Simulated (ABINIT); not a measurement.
The system is MoS2.

```xyz
6
Lattice="3.1690 0.0000 0.0000 -1.5845 2.7444 0.0000 0.0000 0.0000 12.3240" Properties=species:S:1:pos:R:3 pbc="T T T"
Mo    1.5845    0.9148    9.2430
Mo    0.0000    1.8296    3.0810
S     1.5845    0.9148    4.6461
S     0.0000    1.8296   10.8081
S     1.5845    0.9148    1.5159
S     0.0000    1.8296    7.6779
```

Base run:

| Item | Value |
| --- | --- |
| Program | ABINIT 10.8.3 (patched build) |
| Functional | PBEsol |
| Potentials or basis | PseudoDojo NC SR PBEsol v0.4.1 standard |
| Cutoff | 1088 eV |
| k mesh | 8 × 8 × 2 |
| Occupations | fermi-dirac, width 0.05 eV |
| Spin | no spin polarisation |

Its results: band gap on the k mesh 0.94 eV, indirect (least direct gap 1.93 eV); pressure -2.9 GPa; largest force 0.304 eV/Å.

Task: The run is repeated on the same cell with these changes: functional from PBEsol to LDA; potentials or basis from PseudoDojo NC SR PBEsol v0.4.1 standard to PseudoDojo NC SR LDA v0.4.1 standard; cutoff from 1088 eV to 952 eV. What comes out?

Result: Band gap on the k mesh 0.91 eV, indirect (least direct gap 1.93 eV); pressure -5.9 GPa; largest force 0.471 eV/Å.

Caveats: this functional lacks dispersion, which binds the layers, so the pressure and a relaxed spacing across them are unreliable (some runs).

A k mesh can miss the band edges.
